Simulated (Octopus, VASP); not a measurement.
Given: the input of a run of VASP 6.6.1 on FeO (Wuestite). 

Contents of INCAR:

```
  ALGO = Normal
  EDIFF = 1E-7
  ENCUT = 520
  GGA = PE
  ISIF = 2
  ISMEAR = -1
  ISPIN = 2
  LASPH = True
  LCHARG = True
  LELF = True
  LMAXMIX = 4
  LORBIT = 11
  LREAL = False
  LVHAR = True
  LWAVE = False
  MAGMOM = 3 0
  NBANDS = 18
  NELM = 120
  PREC = Accurate
  SIGMA = 0.05
```

File KPOINTS:

```
k-points
0
Gamma
  11 11 11
```

The input POSCAR:

```
FeO
1.0
    0.0000000000      2.1554000000      2.1554000000
    2.1554000000      0.0000000000      2.1554000000
    2.1554000000      2.1554000000      0.0000000000
Fe O
1 1
Direct
    0.0000000000      0.0000000000      0.0000000000
    0.5000000000      0.5000000000      0.5000000000
```

Potentials or basis: VASP PAW PBE potentials, release 64 (Fe, O).

Launch:

```sh
$ cat potpaw_PBE.64/Fe/POTCAR potpaw_PBE.64/O/POTCAR > POTCAR
$ mpirun -np 1 vasp_std > vasp.out
```

Task: Set up the same calculation for Octopus 16.4. Potentials or basis there: pseudodojo_pbe (PseudoDojo 0.5, PBE).

Result: As run (cutoffs and basis follow the program's own potentials, and thresholds, step limits or extra output files can differ):

The input inp:

```
CalculationMode = gs
UnitsOutput = eV_Angstrom
PeriodicDimensions = 3
ExperimentalFeatures = yes
PseudopotentialSet = pseudodojo_pbe
%LatticeParameters
 1*angstrom | 1*angstrom | 1*angstrom
%
%LatticeVectors
 0 | 2.1554 | 2.1554
 2.1554 | 0 | 2.1554
 2.1554 | 2.1554 | 0
%
%ReducedCoordinates
 "Fe" | 0 | 0 | 0
 "O" | 0.5 | 0.5 | 0.5
%
%Spacing
 0.12700816*angstrom | 0.12700816*angstrom | 0.12700816*angstrom
%
DerivativesOrder = 8
%KPointsGrid
 11 | 11 | 11
%
KPointsUseSymmetries = yes
XCFunctional = gga_x_pbe + gga_c_pbe
SpinComponents = polarized
KPointsUseTimeReversal = no
GuessMagnetDensity = user_defined
%AtomsMagnetDirection
 3.0
 0.0
%
SmearingFunction = fermi_dirac
Smearing = 0.05*eV
ExtraStates = 10
Eigensolver = chebyshev_filter
ConvRelDens = 3e-7
MaximumIter = 120
```

Potentials or basis: pseudodojo_pbe (PseudoDojo 0.5, PBE).

The run is started by

```sh
$ OMP_NUM_THREADS=1 octopus > out.log
```

Both were run:

|  | VASP | Octopus |
| --- | --- | --- |
| Net moment | 4.00 μB per cell | 4.00 μB per cell |

The potentials hold 14 and 22 valence electrons a cell.

The magnetic state is the one that the start led to; the real crystal's order can differ.
